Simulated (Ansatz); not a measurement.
Hg: from a first guess to the relaxed sc type

First guess:

```yaml
crystal:
  lattice:
    - [3.12498, 0.00000, 0.00000]
    - [0.00000, 3.12498, 0.00000]
    - [0.00000, 0.00000, 3.12498]
  atoms:
    - { symbol: Hg, position: [0.00000, 0.00000, 0.00000] }
```

Computed with Ansatz 0.2.0, DFT, PBE, PAW with Ansatz's default frozen-core files, scalar-relativistic.

Cell and atoms relax within the symmetry of the start on a 12×12×12 k mesh with 0.05 eV Fermi–Dirac smearing.

The start is built from a prototype, known or not as a phase of this compound; the cutoff is 420 eV.

Spin–orbit coupling is left out, though it moves levels of the heavy atoms by tenths of an eV or more.

What is the pressure of the first guess?

-0.27 GPa.

What does it relax to?

a = 3.094 Å, b = 3.094 Å, c = 3.094 Å, α = 90.00°, β = 90.00°, γ = 90.00° (conventional cell), 29.61 Å³ per atom:
Space group Pm-3m (No. 221). a = 3.094 Å, b = 3.094 Å, c = 3.094 Å, α = 90.00°, β = 90.00°, γ = 90.00°
| atom | site | symmetry | x | y | z |
| --- | --- | --- | --- | --- | --- |
| Hg | 1a | m-3m | 0.0000 | 0.0000 | 0.0000 |

How much energy does the relaxation release?

1 meV/atom.
